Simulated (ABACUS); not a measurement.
Runs of ABACUS 3.10.1 on TePb. The structure is cubic, space group Fm-3m (No. 225). The conventional cell has a = 6.462 Å, b = 6.462 Å, c = 6.462 Å, α = 90.00°, β = 90.00°, γ = 90.00°. Pb (site symmetry m-3m) is surrounded by 6 Te at 3.23 Å. Around Te (site symmetry m-3m) lie 6 Pb at 3.23 Å. 

```tsv
task	level	potentials or basis	cell	k mesh	cutoff (eV)	SCF threshold on the density	eigensolver	symmetry key	max steps of the relaxation	force threshold	mesh quality	gap on the mesh (eV)	pressure (GPa)	relaxed volume (Å³/atom)
relaxation of cell and atoms	TASK	SG15 ONCV 1.2 PBE, plane waves	relaxed	4 × 4 × 4	1306	1e-08	dav	1	60	0.01 eV/Å	coarse	-	0.0	(a)
relaxation of cell and atoms	r2SCAN	SG15 ONCV 1.2 PBE, plane waves	relaxed	4 × 4 × 4	1306	1e-08	dav	1	60	0.02 eV/Å	coarse	1.14	0.0	33.95
single point	r2SCAN	SG15 ONCV 1.2 PBE, DZP LCAO (the cutoffs set its grid)	as given	5 × 5 × 5	1361	1e-07	scalapack_gvx	1	-	-	not flagged	-	0.9	-
single point	rSCAN	SG15 ONCV 1.2 PBE, plane waves	as given	4 × 4 × 4	1306	1e-08	dav	1	-	-	coarse	1.10	(b)	-
relaxation of cell and atoms	LDA-PW92	PseudoDojo NC SR 0.4.1 LDA stringent, plane waves	relaxed	6 × 6 × 6	1401	1e-08	dav	1	60	0.005 eV/Å	not flagged	0.57	0.0	(c)
relaxation of cell and atoms	r2SCAN	SG15 ONCV 1.2 PBE, DZP LCAO (the cutoffs set its grid)	relaxed	5 × 5 × 5	1361	1e-07	genelpa	1	60	0.02 eV/Å	not flagged	-	0.0	34.37
single point	LDA-PW92	PseudoDojo NC SR 0.4.1 LDA stringent, plane waves	as given	6 × 6 × 6	1401	1e-08	dav	1	-	-	not flagged	0.65	-1.6	-
```

Alike in all rows: no spin polarisation; smearing fermi-dirac 0.05 eV.

**Question.** Estimate the missing entries.

**Answer.** (a) 233.03; (b) 0.4; (c) 32.51.

Caveats: some runs use coarse meshes; the potentials were made for another functional, which shifts forces and pressure (some runs); spin-orbit coupling is left out, which as a rule narrows the gap of such compounds by several tenths of an eV (some runs); the atomic orbitals were generated for these runs and aren't a published set (some runs); the basis of atomic orbitals isn't converged, which shifts pressures, moduli and gaps (some runs); the volume moved by over 15 % at a fixed basis, so the end points are rough (some runs); the volume moved by +591 % from the deposited cell, more than functionals usually miss (some runs).

A k mesh can miss the band edges, and the runs leave out spin-orbit coupling on Pb, Te.

The runs don't all hold the same shells in valence.
